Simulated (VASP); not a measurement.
**From an Ansatz input to VASP: CdTe (strained zincblende)**

Ansatz input

```yaml
crystal:
  lattice:
    - [0.0, 3.4701925124, 3.4701925124]
    - [3.4701925124, 0.0, 3.4701925124]
    - [3.4701925124, 3.4701925124, 0.0]
  atoms:
    - { symbol: Cd, position: [0.0, 0.0, 0.0] }
    - { symbol: Te, position: [0.25, 0.25, 0.25] }
kpoints:
  mp_grid: { grid: [6, 6, 6] }
  band_path:
    path:
      - [0.0, 0.0, 0.0]
      - [-0.5, -0.5, 0.0]
      - [-0.375, -0.375, 0.25]
      - [-0.375, 0.0, 0.375]
      - [0.0, 0.0, 0.5]
      - [-0.5, -0.25, 0.25]
    npoints: 1
hamiltonian:
  xc: pbe
scf:
  occupations: { method: fermi_dirac, width: 0.02 }
  n_extra_bands: 4
output:
  forces: true
  stress: true
  eigenvalues: true
```

Translate this input to VASP.



INCAR

```
NBANDS = 16
NELM = 120
LASPH = .TRUE.
GGA = PE
IBRION = -1
ISMEAR = -1
SIGMA = 0.02
LCHARG = .FALSE.
NSW = 0
LWAVE = .FALSE.
ISIF = 2
PREC = Accurate
ENCUT = 520
EDIFF = 1E-7
LREAL = .FALSE.
```

KPOINTS

```
KPOINTS created by Atomic Simulation Environment
0
Gamma
6 6 6
0 0 0
```

KPOINTS_OPT

```
special points
6
Reciprocal
0.0000000000 0.0000000000 0.0000000000 1
-0.5000000000 -0.5000000000 0.0000000000 1
-0.3750000000 -0.3750000000 0.2500000000 1
-0.3750000000 0.0000000000 0.3750000000 1
0.0000000000 0.0000000000 0.5000000000 1
-0.5000000000 -0.2500000000 0.2500000000 1
```

POSCAR

```
Cd Te
 1.0000000000000000
     0.0000000000000000    3.4701925124000002    3.4701925124000002
     3.4701925124000002    0.0000000000000000    3.4701925124000002
     3.4701925124000002    3.4701925124000002    0.0000000000000000
 Cd  Te
   1   1
Cartesian
  0.0000000000000000  0.0000000000000000  0.0000000000000000
  1.7350962562000001  1.7350962562000001  1.7350962562000001
```

VASP ran with the recommended PBE PAW datasets (18 valence electrons in the cell). Other inputs would serve too.

```csv
,Ansatz,VASP
gap between bands v and c,0.19 eV,0.18 eV
least direct gap,0.19 eV,0.18 eV
pressure,-3.6 GPa,-3.5 GPa
```

Datasets and cutoffs are each program's own. VASP's cell holds 18 valence electrons and Ansatz's 36. Ansatz's stress includes a Pulay correction; VASP's doesn't.
